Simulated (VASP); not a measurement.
The system is MgS.

```
S Mg
1.0
     4.03462    0.00000    0.00000
    -2.01731    3.49409    0.00000
     0.00000    0.00000    6.43229
S Mg
2 2
Direct
  0.66667 0.33333 0.87924
  0.33333 0.66667 0.37924
  0.33333 0.66667 0.99575
  0.66667 0.33333 0.49575
```

The cell comes from a database or a generator and needn't be the stable form of this composition.

- Program: VASP 6.6.1
- Task: relaxation of cell and atoms
- Functional: BLYP
- Potentials or basis: VASP PAW PBE potentials, release 64 (S, Mg)
- Cutoff: 600 eV
- k mesh: 6 × 6 × 3
- Occupations: fermi-dirac, width 0.05 eV
- Spin: no spin polarisation

At the start: pressure 2.4 GPa; volume 22.67 Å³/atom.

**Question.** Where does the relaxation end?

**Answer.** Over 6 steps the energy falls by 7.7 meV/atom and the volume is 23.69 Å³/atom (+4.5 %); space group P6_3mc (No. 186, to 0.05 Å).

The path:
| step | energy change (eV) | largest force (eV/Å) | pressure (GPa) | volume (Å³) |
| --- | --- | --- | --- | --- |
| 1 | 0.0000 | 0.0605 | 2.45 | 90.68 |
| 2 | -0.0286 | 0.0392 | -0.38 | 95.30 |
| 3 | -0.0294 | 0.0419 | -0.01 | 94.63 |
| 4 | -0.0294 | 0.0415 | -0.06 | 94.71 |
| 5 | -0.0299 | 0.0357 | -0.06 | 94.72 |
| 6 | -0.0309 | 0.0173 | -0.06 | 94.75 |

Final structure:
```
S Mg
1.0
     4.08256    0.00000    0.00000
    -2.04128    3.53560    0.00000
     0.00000    0.00000    6.56389
S Mg
2 2
Direct
  0.66667 0.33333 0.87760
  0.33333 0.66667 0.37760
  0.33333 0.66667 0.99740
  0.66667 0.33333 0.49740
```

Caveat: the PAW data sets were made with another functional, which shifts forces and pressure a little.
